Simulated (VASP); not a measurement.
A run of VASP 6.6.1 is set up as follows.

The input INCAR:

```
SYSTEM = Ni
PREC     = Accurate       ! precision mode
ENCUT    = 520            ! plane-wave cutoff, eV
EDIFF    = 1E-7           ! SCF threshold, eV
ISMEAR   = -1             ! smearing method
SIGMA    = 0.05           ! smearing width, eV
LREAL    = .False.        ! projectors in reciprocal space
LASPH    = .True.         ! aspherical terms in the spheres
NELM     = 150            ! most SCF steps
ALGO     = Normal         ! electronic algorithm
ISIF     = 2              ! what is computed and relaxed
LWAVE    = .False.        ! write WAVECAR
LCHARG   = .False.        ! write CHGCAR
ISPIN    = 2              ! spin polarisation
MAGMOM   = 1 1            ! initial moments
LORBIT   = 11             ! projections on sites
LMAXMIX  = 4              ! l up to which the mixer works
GGA      = PS             ! functional
NBANDS   = 21             ! bands
```

The input KPOINTS:

```
regular mesh
0
Gamma
  12 12 7
  0 0 0
```

Contents of POSCAR:

```
Ni
1.0
    2.4480228978      0.0000000000      0.0000000000
   -1.2240114489      2.1200500186      0.0000000000
    0.0000000000      0.0000000000      4.0728075700
Ni
2
Direct
    0.6666666667      0.3333333333      0.7500000000
    0.3333333333      0.6666666667      0.2500000000
```

Potentials or basis: VASP PAW PBE potentials, release 64 (Ni).

Launch:

```bash
$ cat potpaw_PBE.64/Ni/POTCAR > POTCAR
$ mpirun -np 1 vasp_std > vasp.out
```

**Question.** What does it give for the band gap on the k mesh?

**Answer.** None (metal or under the smearing width).

**Question.** What does it give for the site moments?

**Answer.** Ni +0.64 μB.

**Question.** Estimate the pressure.

**Answer.** -3.1 GPa.

Stress tensor (GPa, compression positive):
```
-1.77  0.00  0.00
 0.00 -1.77  0.00
 0.00  0.00 -5.67
```

Caveat: the PAW data sets were made with another functional, which shifts forces and pressure a little.
